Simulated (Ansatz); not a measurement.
**SnTe: equation of state with RPBE+D4**

Crystal: SnTe.

```
CELL_PARAMETERS angstrom
0.00000 3.15085 3.15085
3.15085 0.00000 3.15085
3.15085 3.15085 0.00000
ATOMIC_POSITIONS crystal
Te 0.50000 0.50000 0.50000
Sn 0.00000 0.00000 0.00000
```

```json
{
  "Program": "Ansatz 0.2.0",
  "Task": "equation of state",
  "Functional": "RPBE",
  "Dispersion": "D4",
  "Potentials or basis": "Ansatz PAW",
  "Cutoff": "420 eV",
  "Density cutoff": "1680 eV",
  "k mesh": "7 × 7 × 7",
  "Occupations": "fermi-dirac, width 0.05 eV",
  "Spin": "no spin polarisation"
}
```

| Item | Value |
| --- | --- |
| Equilibrium volume | 30.83 Å³/atom |
| Bulk modulus | 46 GPa |
| Pressure derivative of the bulk modulus | 5.7 (rough: it moves with the points fitted) |

Energy against volume, from the lowest point:
```
volume (Å³/atom)  energy (meV/atom)
          29.404              10.39
          30.030               3.07
          30.656               0.00
          31.281               0.75
          31.907               4.89
          32.532              12.00
          33.158              21.46
```

All runs of the series together: 8.8 s on 2 threads of Intel(R) Xeon(R) Platinum 8259CL CPU @ 2.50GHz (Skylake/Cascade Lake) (shared host).

Caveat: the potentials were made for another functional, which shifts forces and pressure; this odd mesh misses L, where the gap lies, so gap, dielectric constants and Born charges aren't listed. Spin-orbit coupling is left out, which matters for the levels of Te.
